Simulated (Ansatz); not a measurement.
## Au: do energies and stresses tell the same story?

Theory: DFT r2SCAN, scalar-relativistic, plane waves, PAW in Ansatz 0.2.0.

Plane waves to 500 eV, a k mesh through Γ of 16×16×10 on the computed 2-atom cell and Gaussian smearing (0.10 eV); no spin polarisation.

Relaxed cell: Cmcm, a = 2.840 Å, b = 5.101 Å, c = 4.857 Å, α = 90.00°, β = 90.00°, γ = 90.00°, 2 atoms in the primitive cell. This form isn't the element's structure at ambient conditions.

Energies at zero smearing and pressures from the stress tensor, at volumes with shape and atoms relaxed:
```tsv
V (Å³/atom)	E − E(first) (meV/atom)	P (GPa)
16.535	0.00	11.13
17.063	-26.23	5.00
17.591	-34.17	0.00
18.118	-27.25	-4.09
18.646	-8.27	-7.36
```

Q: Check P = −dE/dV between neighbouring volumes, and get the bulk modulus from the pressures alone.

A: With 1 eV/Å³ = 160.2 GPa:
```json
{"middle V (Å³/atom)": "16.799", "−ΔE/ΔV (GPa)": "7.962", "mean P (GPa)": "8.063"}
{"middle V (Å³/atom)": "17.327", "−ΔE/ΔV (GPa)": "2.412", "mean P (GPa)": "2.496"}
{"middle V (Å³/atom)": "17.854", "−ΔE/ΔV (GPa)": "-2.103", "mean P (GPa)": "-2.045"}
{"middle V (Å³/atom)": "18.382", "−ΔE/ΔV (GPa)": "-5.760", "mean P (GPa)": "-5.724"}
```

The two differ by 0.10 GPa at most. The mean of two end pressures misses the average over a step by about ΔV² P″/12, up to 0.11 GPa here; with that taken off 0.03 GPa remains. The stress is the derivative of the free energy, not of the energy at zero smearing, and with free energies 0.01 GPa remains. Around V = 17.591 Å³/atom, the two neighbours give B = −V ΔP/ΔV = 17.591 × 9.08 / 1.055 = 151.4 GPa, against B0 = 149.9 GPa from the Birch–Murnaghan fit of the energies.

Spin–orbit coupling is left out, which can shift energies with elements as heavy as these.

Energies and stresses describe the same equation of state. Pressure falls ever more slowly as the cell expands, so the metal stiffens on compression. This is the usual anharmonicity of metallic cohesion: repulsion between the nearly filled 5d shells rises steeply at short range, while the attraction from the sp electrons and their hybridisation with the d states varies more gently. The same curvature explains why the mean pressure lies above the energy slope in every interval, and why the gap narrows towards larger volumes. The slightly higher bulk modulus from the pressures probably reflects the finite volume step too, rather than a fault in the stress.

Both values are below the measured bulk modulus of ordinary fcc gold. The likely cause is underbinding by the functional, which enlarges the volume and softens the lattice, though the different structure may contribute. Agreement between energy and stress tests numerical consistency, not the accuracy of the functional, and says nothing about how far this form lies above fcc in energy.
